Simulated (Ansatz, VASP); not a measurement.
**Zr: VASP beside Ansatz**

```
CELL_PARAMETERS angstrom
0.00000 2.26765 2.26765
2.26765 0.00000 2.26765
2.26765 2.26765 0.00000
ATOMIC_POSITIONS crystal
Zr 0.00000 0.00000 0.00000
```

Alike in both runs: functional r2SCAN; k mesh 22 × 22 × 22; occupations gaussian, width 0.1 eV; no spin polarisation.

Ansatz relaxed the structure, and its values are those at the end. VASP's run is a single point on that final structure, the one shown.

```csv
,VASP,Ansatz
version,VASP 6.6.1,Ansatz 0.2.0
potentials or method,"VASP PAW PBE potentials, release 64 (Zr_sv)","scalar-relativistic, plane waves, PAW"
plane-wave cutoff (eV),520,500
valence electrons in the cell,12,12
```

|  | VASP | Ansatz | Ansatz less VASP |
| --- | --- | --- | --- |
| gap on the k mesh at the Fermi level (eV) | none | none | - |
| pressure (GPa) | 0.0 | 0.0 | -0.02 |

A gap of «none» marks a metal or a gap that the smearing closes.

Caveats: the PAW data sets were made with another functional, which shifts forces and pressure a little (VASP).
